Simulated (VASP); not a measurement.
# V in VASP: reference runs

Aim: a first look at V with PBE, on the cell as given.

Program: VASP 6.6.1. These are calculated values, not measurements. Logs are shortened: lines on timing, memory, paths and dates and some standing lists are left out, and cuts for length are marked.

### Step 1. The undisturbed slab

The cell holds a slab with vacuum, 8 atoms: a = 3.026 Å, b = 3.026 Å, c = 25.591 Å, α = 90.00°, β = 90.00°, γ = 90.00°.

The slab is cut from a database's or a generator's crystal, which needn't be the stable form of the element.

### Step 2. Single point, PBE, collinear spin, ferromagnetic start (the (1 0 0) slab of V, cut from the database cell, not relaxed)

Contents of INCAR:

```
  PREC = Accurate
  ENCUT = 520
  EDIFF = 1E-7
  ISMEAR = -1
  SIGMA = 0.05
  LREAL = False
  LASPH = True
  NELM = 150
  ALGO = Normal
  ISIF = 2
  LWAVE = False
  LCHARG = True
  ISPIN = 2
  MAGMOM = 2 2 2 2 2 2 2 2
  LORBIT = 11
  LMAXMIX = 4
  LDIPOL = True
  IDIPOL = 3
  DIPOL = 0.5 0.5 0.500
  GGA = PE
  LELF = True
  LVHAR = True
  LVACPOTAV = True
  NBANDS = 66
```

Contents of KPOINTS:

```
Automatic mesh
0
Gamma
  9 9 1
```

Contents of POSCAR:

```
V
1.0
    3.0260000000      0.0000000000      0.0000000000
    0.0000000000      3.0260000000      0.0000000000
    0.0000000000      0.0000000000     25.5910000000
V
8
Direct
    0.5000000000      0.5000000000      0.2930717830
    0.0000000000      0.0000000000      0.3521941307
    0.5000000000      0.5000000000      0.4113164784
    0.0000000000      0.0000000000      0.4704388261
    0.5000000000      0.5000000000      0.5295611739
    0.0000000000      0.0000000000      0.5886835216
    0.5000000000      0.5000000000      0.6478058693
    0.0000000000      0.0000000000      0.7069282170
```

Potentials or basis: VASP PAW PBE potentials, release 64 (V_sv).

The run is started by

```bash
cat potpaw_PBE.64/V_sv/POTCAR > POTCAR
mpirun -np 1 vasp_std > vasp.out
```

OUTCAR:

```text
PREC = Accurate
   ENCUT = 520
   EDIFF = 1E-7
   ISMEAR = -1
   LREAL = False
   LASPH = True
   NELM = 150
   ISIF = 2
   ISPIN = 2
   LORBIT = 11
   GGA = PE

 ion  position               nearest neighbor table
   1  0.500  0.500  0.293-   2 2.62   2 2.62   2 2.62   2 2.62
   2  0.000  0.000  0.352-   1 2.62   1 2.62   1 2.62   1 2.62   3 2.62   3 2.62   3 2.62   3 2.62

   3  0.500  0.500  0.411-   4 2.62   4 2.62   4 2.62   4 2.62   2 2.62   2 2.62   2 2.62   2 2.62

   4  0.000  0.000  0.470-   3 2.62   3 2.62   3 2.62   3 2.62   5 2.62   5 2.62   5 2.62   5 2.62

   5  0.500  0.500  0.530-   6 2.62   6 2.62   6 2.62   6 2.62   4 2.62   4 2.62   4 2.62   4 2.62

   6  0.000  0.000  0.589-   5 2.62   5 2.62   5 2.62   5 2.62   7 2.62   7 2.62   7 2.62   7 2.62

   7  0.500  0.500  0.648-   8 2.62   8 2.62   8 2.62   8 2.62   6 2.62   6 2.62   6 2.62   6 2.62

   8  0.000  0.000  0.707-   7 2.62   7 2.62   7 2.62   7 2.62

  LATTYP: Found a simple tetragonal cell.
 ALAT       =     3.0260000000
 C/A-ratio  =     8.4570389954

  Lattice vectors:

 A1 = (   3.0260000000,   0.0000000000,   0.0000000000)
 A2 = (   0.0000000000,   3.0260000000,   0.0000000000)
 A3 = (   0.0000000000,   0.0000000000,  25.5910000000)

Analysis of symmetry for initial positions (statically):
=====================================================================
 Subroutine PRICEL returns:
 Original cell was already a primitive cell.

 Routine SETGRP: Setting up the symmetry group for a
 simple tetragonal supercell.

 Subroutine GETGRP returns: Found 16 space group operations
 (whereof  8 operations were pure point group operations)
 out of a pool of 16 trial point group operations.

The static configuration has the point symmetry C_4v.
 The point group associated with its full space group is D_4h.

Analysis of symmetry for dynamics (positions and initial velocities):
=====================================================================
 Subroutine PRICEL returns:
 Original cell was already a primitive cell.

 Routine SETGRP: Setting up the symmetry group for a
 simple tetragonal supercell.

 Subroutine GETGRP returns: Found 16 space group operations
 (whereof  8 operations were pure point group operations)
 out of a pool of 16 trial point group operations.

The dynamic configuration has the point symmetry C_4v.
 The point group associated with its full space group is D_4h.

Analysis of structural, dynamic, and magnetic symmetry:
=====================================================================
 Subroutine PRICEL returns:
 Original cell was already a primitive cell.

 Routine SETGRP: Setting up the symmetry group for a
 simple tetragonal supercell.

 Subroutine GETGRP returns: Found 16 space group operations
 (whereof  8 operations were pure point group operations)
 out of a pool of 16 trial point group operations.

The overall configuration has the point symmetry C_4v.
 The point group associated with its full space group is D_4h.

 Subroutine INISYM returns: Found 16 space group operations
 (whereof  8 operations are pure point group operations),
 and found     1 'primitive' translations

----------------------------------------------------------------------------------------

                                     Primitive cell

  volume of cell :     234.3285

  direct lattice vectors                    reciprocal lattice vectors
     3.026000000  0.000000000  0.000000000     0.330469266  0.000000000  0.000000000
     0.000000000  3.026000000  0.000000000     0.000000000  0.330469266  0.000000000
     0.000000000  0.000000000 25.591000000     0.000000000  0.000000000  0.039076238

  length of vectors
     3.026000000  3.026000000 25.591000000     0.330469266  0.330469266  0.039076238

  position of ions in fractional coordinates (direct lattice)
     0.500000000  0.500000000  0.293071783
     0.000000000  0.000000000  0.352194131
     0.500000000  0.500000000  0.411316478
     0.000000000  0.000000000  0.470438826
     0.500000000  0.500000000  0.529561174
[... 65 lines left out ...]
   NGXF,Y,Z  is equivalent  to a cutoff of  26.37, 26.37, 24.95 a.u.
 SYSTEM =  unknown system
   PREC   = accura    normal or accurate (medium, high low for compatibility)
   ISTART =      0    job   : 0-new  1-cont  2-samecut
   ICHARG =      2    charge: 1-file 2-atom 10-const
   ISPIN  =      2    spin polarized calculation?
   LNONCOLLINEAR =      F non collinear calculations
   LSORBIT =      F    spin-orbit coupling
   LASPH  =      T    aspherical Exc in radial PAW
   ENCUT  =  520.0 eV  38.22 Ry    6.18 a.u.   5.63  5.63 47.58*2*pi/ulx,y,z
   NELM   =    150;   NELMIN=  2; NELMDL= -5     # of ELM steps
   EDIFF  = 0.1E-06   stopping-criterion for ELM
   LREAL  =      F    real-space projection
   EDIFFG = 0.1E-05   stopping-criterion for IOM
   NSW    =      0    number of steps for IOM
   IBRION =     -1    ionic relax: 0-MD 1-quasi-New 2-CG
   NFREE  =      0    steps in history (QN), initial steepest desc. (CG)
   ISIF   =      2    stress and relaxation
   ISYM   =      2    0-nonsym 1-usesym 2-fastsym
   POTIM  = 0.5000    time-step for ionic-motion
   TEBEG  =    0.0;   TEEND  =   0.0 temperature during run
   PSTRESS=    0.0 pullay stress
   NELECT =     104.0000    total number of electrons
   NUPDOWN=      -1.0000    fix difference up-down
   EMIN   =  10.00;   EMAX   =-10.00  energy-range for DOS
   EFERMI =   0.00;   METHOD = LEGACY
   ISMEAR =    -1;   SIGMA  =   0.05  broadening in eV -4-tet -1-fermi 0-gaus
   EFERMI_NEDOS =   21; number of points for ismear=-14 and -15
   IALGO  =     38    algorithm
   IMIX   =      4    mixing-type and parameters
     AMIX     =   0.40;   BMIX     =  1.00
     AMIX_MAG =   1.60;   BMIX_MAG =  1.00
  volume/ion in A,a.u.               =      29.29       197.67
  Fermi-wavevector in a.u.,A,eV,Ry     =   1.248756  2.359807 21.216809  1.559391
  Thomas-Fermi vector in A             =   2.382828
   LORBIT       =     11    0 simple, 1 ext, 2 COOP (PROOUT), +10 PAW based schemes
   GGA     = PE    functional components
   LHFCALC =     F    Hartree Fock is set to
   AEXX    =    0.0000 exact exchange contribution
   IVDW    =     0    specifies the selected vdW correction
   LEPSILON=     F    determine dielectric tensor
   LRPA    =     F    only Hartree local field effects (RPA)
 spin polarized calculation
  energy-cutoff  :      520.00
  volume of cell :      234.33
 maximum number of plane-waves:      6335
 NGX is ok and might be reduce to    24
   NGX = 11   NGY = 11   NGZ = 95

 number of electron     103.9999967 magnetization      10.2288790

 dipolmoment           0.000000      0.000000     -0.000000 electrons x Angstroem

 number of electron     103.9999966 magnetization       0.3580910

 dipolmoment           0.000000      0.000000      0.000000 electrons x Angstroem

 Free energy of the ion-electron system (eV)
  ---------------------------------------------------
  ext. energy  EPLUGINS =         0.00000000
  ---------------------------------------------------
  free energy    TOTEN  =       -68.90805966 eV

  energy without entropy =      -68.79213479  energy(sigma->0) =      -68.85009723

 E-fermi :   2.6143     XC(G=0):  -6.9744

 val. band max:        2.6108871260   @ k =   0.1111   0.1111   0.0000
 cond. band min:       2.6198387033   @ k =   0.4444   0.1111   0.0000
 fundamental gap:      0.0089515772
 Fermi energy:         2.6143071691

 spin component 1

 k-point     1 :       0.0000    0.0000    0.0000
  band No.  band energies     occupation
      1     -61.8087      1.00000
      2     -61.8087      1.00000
      3     -61.1312      1.00000
      4     -61.1089      1.00000
      5     -61.0398      1.00000
      6     -60.9746      1.00000
[... 994 lines left out ...]
     63       4.9272      0.00000
     64       4.9759      0.00000
 Fermi energy:         2.6143071691

 spin component 2

 k-point     1 :       0.0000    0.0000    0.0000
  band No.  band energies     occupation
      1     -61.4298      1.00000
      2     -61.4298      1.00000
      3     -61.2184      1.00000
      4     -61.2121      1.00000
      5     -61.1104      1.00000
      6     -61.0574      1.00000
[... 994 lines left out ...]
     63       5.0045      0.00000
     64       5.0253      0.00000
 [bands above 64 left out]

------------------------ aborting loop because EDIFF is reached ----------------------------------------

  FORCE on cell =-STRESS in cart. coord.  units (eV):
  Direction    XX          YY          ZZ          XY          YZ          ZX
  --------------------------------------------------------------------------------------
  -------------------------------------------------------------------------------------
  Total       -7.7091498     -7.7091498     -5.8658758      0.0000000      0.0000000      0.0000000
  in kB      -52.7098720    -52.7098720    -40.1068303      0.0000000      0.0000000      0.0000000
  external PRESSURE =     -48.5088581 kB  Pullay stress =       0.0000000 kB

 VOLUME and BASIS-vectors are now :
 -----------------------------------------------------------------------------
  energy-cutoff  :      520.00
  volume of cell :      234.33
      direct lattice vectors                 reciprocal lattice vectors
     3.026000000  0.000000000  0.000000000     0.330469266  0.000000000  0.000000000
     0.000000000  3.026000000  0.000000000     0.000000000  0.330469266  0.000000000
     0.000000000  0.000000000 25.591000000     0.000000000  0.000000000  0.039076238

 POSITION                                       TOTAL-FORCE (eV/Angst)
 -----------------------------------------------------------------------------------
      1.51300      1.51300      7.50000         0.000000      0.000000      1.191362
      0.00000      0.00000      9.01300         0.000000      0.000000     -0.759425
      1.51300      1.51300     10.52600         0.000000     -0.000000     -0.295413
      0.00000      0.00000     12.03900         0.000000      0.000000      0.203349
      1.51300      1.51300     13.55200         0.000000     -0.000000     -0.203349
      0.00000      0.00000     15.06500         0.000000      0.000000      0.295413
      1.51300      1.51300     16.57800        -0.000000     -0.000000      0.759425
      0.00000      0.00000     18.09100         0.000000      0.000000     -1.191362
 -----------------------------------------------------------------------------------
    total drift:                                0.000000     -0.000000      0.000000

  FREE ENERGIE OF THE ION-ELECTRON SYSTEM (eV)
  ---------------------------------------------------
  free  energy   TOTEN  =       -68.9080596619 eV

  energy  without entropy=      -68.7921347940  energy(sigma->0) =      -68.85009723

 vacuum level on the upper side and lower side of the slab         6.416         6.416

 total charge

# of ion       s       p       d       tot
------------------------------------------
    1        2.310   6.106   2.988  11.403
    2        2.332   6.214   3.039  11.586
    3        2.330   6.220   3.043  11.593
    4        2.333   6.218   3.046  11.597
    5        2.333   6.218   3.046  11.597
    6        2.330   6.220   3.043  11.593
    7        2.332   6.214   3.039  11.586
    8        2.310   6.106   2.988  11.403
--------------------------------------------------
tot         18.610  49.514  24.234  92.359

 magnetization (x)

# of ion       s       p       d       tot
------------------------------------------
    1        0.005  -0.000   0.395   0.400
    2       -0.002  -0.005  -0.146  -0.153
    3       -0.001  -0.004  -0.073  -0.078
    4       -0.000  -0.001  -0.027  -0.028
    5       -0.000  -0.001  -0.027  -0.028
    6       -0.001  -0.004  -0.073  -0.078
    7       -0.002  -0.005  -0.146  -0.153
    8        0.005  -0.000   0.395   0.400
--------------------------------------------------
tot          0.004  -0.020   0.297   0.280
```

Run time: 19 min. Hardware: 1 thread of AMD EPYC 9R45 (Zen 5), shared host; peak memory 0.57 GiB.

Results:

| Item | Value |
| --- | --- |
| Free energy | -68.9081 eV |
| Largest force | 1.191 eV/Å |
| Band gap on the k mesh | none (metal or under the smearing width) |
| Net moment | 0.36 μB per cell |
| Site moments | V +0.40, -0.15, -0.08, -0.03 μB |
| Valence electrons inside the program's atomic spheres | V 11.40, 11.59, 11.60 |
| Work function of the upper face | 3.80 eV |
| Work function of the lower face | 3.80 eV |

Forces in eV/Å, atoms in the order of the input:
```
V    0.000  0.000  1.191
V    0.000  0.000 -0.759
V    0.000  0.000 -0.295
V    0.000  0.000  0.203
V    0.000  0.000 -0.203
V    0.000  0.000  0.295
V    0.000  0.000  0.759
V    0.000  0.000 -1.191
```

Levels at points of the mesh, in eV from the Fermi level:
Spin up:
```csv
k point,band 50,band 51,band 52,band 53,band 54,band 55
"(0.00, 0.00, 0.00)",0.22,0.22,0.43,0.43,0.45,0.55
```
Spin down:
```csv
k point,band 48,band 49,band 50,band 51,band 52,band 53,band 54,band 55,band 56,band 57
"(0.00, 0.00, 0.00)",0.27,0.27,0.30,0.30,0.40,0.40,0.41,0.58,0.62,0.62
```
